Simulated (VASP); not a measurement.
**ZnSe in VASP: one cell, several levels of theory**

ZnSe (zincblende), under -3.0 % strain along z alone is computed at one geometry. Runs: PBE, r2SCAN.

The runs shown are made with VASP 6.6.1. PAW datasets, plane waves. Computed at 0 K without zero-point motion; spin polarisation is off.

**1. The system as given**

The cell comes from an earlier relaxation with r2SCAN in another program, then strained, with the atoms relaxed again.

Space group I-4m2 (No. 119), tetragonal; conventional cell a = 4.006 Å, c = 5.495 Å, 22.04 Å³ an atom. Near Zn stand 4 Se at 2.43 Å; near Se stand 4 Zn at 2.43 Å.

Structure file:

```
CELL_PARAMETERS angstrom
0.00000 2.83242 2.74745
2.83242 0.00000 2.74745
2.83242 2.83242 0.00000
ATOMIC_POSITIONS crystal
Zn 0.00000 0.00000 0.00000
Se 0.25000 0.25000 0.25000
```

**2. PBE**

INCAR reads:

```
ENCUT = 520.000000
SIGMA = 0.020000
EDIFF = 1.00e-07
GGA = PE
PREC = Accurate
IBRION = -1
ISIF = 2
ISMEAR = -1
NBANDS = 16
NELM = 120
NSW = 0
LASPH = .TRUE.
LCHARG = .FALSE.
LWAVE = .FALSE.
LREAL = .FALSE.
```

KPOINTS reads:

```
KPOINTS created by Atomic Simulation Environment
0
Gamma
8 8 8
0 0 0
```

KPOINTS_OPT reads:

```
special points
6
Reciprocal
0.0000000000 0.0000000000 0.0000000000 1
-0.5000000000 -0.5000000000 0.0000000000 1
-0.3750000000 -0.3750000000 0.2500000000 1
-0.3750000000 0.0000000000 0.3750000000 1
0.0000000000 0.0000000000 0.5000000000 1
-0.5000000000 -0.2500000000 0.2500000000 1
```

POSCAR reads:

```
Zn Se
 1.0000000000000000
     0.0000000000000000    2.8324206844000002    2.7474480638999998
     2.8324206844000002    0.0000000000000000    2.7474480638999998
     2.8324206844000002    2.8324206844000002    0.0000000000000000
 Zn  Se
   1   1
Cartesian
  0.0000000000000000  0.0000000000000000  0.0000000000000000
  1.4162103421999999  1.4162103421999999  1.3737240319499997
```

Potentials: the recommended PBE PAW datasets, 18 valence electrons in the neutral cell.

Started as:

```
$ mpirun -np 1 vasp_std
```

**3. r2SCAN**

INCAR reads:

```
ENCUT = 520.000000
SIGMA = 0.010000
EDIFF = 1.00e-07
ALGO = Normal
METAGGA = R2SCAN
PREC = Accurate
IBRION = -1
ISIF = 2
ISMEAR = 0
NBANDS = 16
NELM = 120
NSW = 0
LASPH = .TRUE.
LCHARG = .FALSE.
LWAVE = .FALSE.
LREAL = .FALSE.
```

KPOINTS is that of step 2.

KPOINTS_OPT is that of step 2.

POSCAR is that of step 2.

Q: Predict the outcome of this session. Wanted: for each run, gap; pressure.

The runs gave:

```
 level  gap (eV)  pressure (GPa)
   PBE      1.35            4.61
r2SCAN      1.93            2.23
```

**Reading.** The gap spans 1.35 eV (PBE) to 1.93 eV (r2SCAN). The pressure is highest with PBE (4.6 GPa) and lowest with r2SCAN (2.2 GPa), which orders the cells that they would relax to.
